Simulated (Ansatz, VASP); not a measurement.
**One calculation of Si3Mo, two programs**

```
Si Mo
1.0
     3.97031    0.00000    0.00000
     0.00000    3.97031    0.00000
     0.00000    0.00000    3.97031
Si Mo
3 1
Direct
  0.00000 0.50000 0.50000
  0.50000 0.00000 0.50000
  0.50000 0.50000 0.00000
  0.00000 0.00000 0.00000
```

Change from the starting cell: species swapped into the ZnPd3 type (Pm-3m, No. 221).

Alike in both runs: task relaxation of cell and atoms; functional PBE; k mesh 4 × 4 × 4; occupations gaussian, width 0.1 eV; no spin polarisation.

|  | VASP | Ansatz |
| --- | --- | --- |
| version | VASP 6.6.1 | Ansatz 0.2.0 |
| potentials or method | VASP PAW PBE potentials, release 64 (Si, Mo_sv) | scalar-relativistic, plane waves, PAW |
| plane-wave cutoff (eV) | 600 | 420 |
| valence electrons in the cell | 26 | 26 |

|  | VASP | Ansatz | Ansatz less VASP |
| --- | --- | --- | --- |
| gap on the k mesh at the Fermi level, each at its own relaxed structure (eV) | none | none | - |
| relaxed volume (Å³/atom) | 14.03 | 14.02 | -0.016 |
| relaxed cell length with the largest relative difference (Å) | 3.829 | 3.827 | -0.0014 |
| energy change over the relaxation (meV/atom) | -76 | -77 | -0.4 |

A gap of «none» marks a metal or a gap that the smearing closes.

Caveats: the k mesh is coarse (spacing up to 0.40 Å⁻¹), so the values aren't converged.
